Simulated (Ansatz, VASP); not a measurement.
## PbS: VASP beside Ansatz

```
Pb S
1.0
     2.27580    1.31393    2.97477
    -2.27580    1.31393    2.97477
     0.00000   -2.62786    2.97477
Pb S
1 1
Direct
  0.98057 0.98057 0.98057
  0.47504 0.47504 0.47504
```

Alike in both runs: task single point; functional PBEsol; k mesh 12 × 12 × 12; occupations gaussian, width 0.03 eV; no spin polarisation.

```csv
,VASP,Ansatz
version,VASP 6.6.1,Ansatz 0.2.0
potentials or method,"VASP PAW PBE potentials, release 64 (Pb_d, S)","scalar-relativistic, plane waves, PAW"
plane-wave cutoff (eV),520,420
valence electrons in the cell,20,20
```

```csv
,VASP,Ansatz,Ansatz less VASP
gap on the k mesh at the Fermi level (eV),none,none,-
pressure (GPa),-3.2,-3.2,+0.04
largest component of the traceless stress (GPa),3.84,3.84,0.000
rms of the force components (eV/Å),0.021,0.021,-0.0001
```

Atom by atom the forces differ by 0.000 eV/Å (rms over components). A gap of «none» marks a metal or a gap that the smearing closes. With one functional, cell and mesh, what is left measures potentials, basis and numerics.

Caveats: the PAW data sets were made with another functional, which shifts forces and pressure a little (VASP). Spin-orbit coupling is left out, which matters for the levels of Pb.
